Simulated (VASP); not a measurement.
A run of VASP 6.6.1 is set up as follows.

Contents of INCAR:

```
PREC = Accurate ; ENCUT = 520
EDIFF = 1E-7 ; ISMEAR = 0
SIGMA = 0.1 ; LREAL = F
LASPH = T ; NELM = 100
ALGO = Normal ; ISIF = 2
LWAVE = F ; LCHARG = F
METAGGA = R2SCAN ; LMIXTAU = T
LOPTICS = T ; NBANDS = 50
NEDOS = 2000 ; CSHIFT = 0.1
```

Contents of KPOINTS:

```
Automatic mesh
0
Gamma
  26 26 26
```

Contents of POSCAR:

```
Al                                      
1.0
    0.0000000000      1.9935110885      1.9935110885
    1.9935110885      0.0000000000      1.9935110885
    1.9935110885      1.9935110885      0.0000000000
  Al            
     1
Direct
     0.0000000000000000    0.0000000000000000    0.0000000000000000
```

Potentials or basis: VASP PAW PBE potentials, release 64 (Al).

Run with:

```console
$ cat potpaw_PBE.64/Al/POTCAR > POTCAR
$ mpirun -np 1 vasp_std > vasp.out
```

Q: Predict the band gap on the k mesh.

A: None (metal or under the smearing width).

Q: Predict the pressure.

A: 0.1 GPa.

Dielectric function (mean over the directions given):
```csv
energy (eV),real part,imaginary part
0.31,41.22,3.08
1.30,8.70,24.39
2.37,-15.12,27.40
3.36,-7.23,9.27
4.43,-3.13,2.57
5.42,-2.64,0.76
6.49,-1.79,0.57
7.55,-1.03,0.51
8.55,-0.35,0.34
9.61,-0.12,0.15
10.61,0.02,0.13
11.67,0.23,0.13
12.67,0.36,0.08
13.73,0.45,0.05
14.80,0.51,0.05
15.79,0.59,0.06
16.86,0.65,0.04
17.85,0.68,0.03
18.92,0.71,0.03
19.99,0.74,0.03
```

Caveat: independent-particle spectra lack excitons; the intraband (Drude) part of a metal's response may be missing; the PAW data sets were made with another functional, which shifts forces and pressure a little.
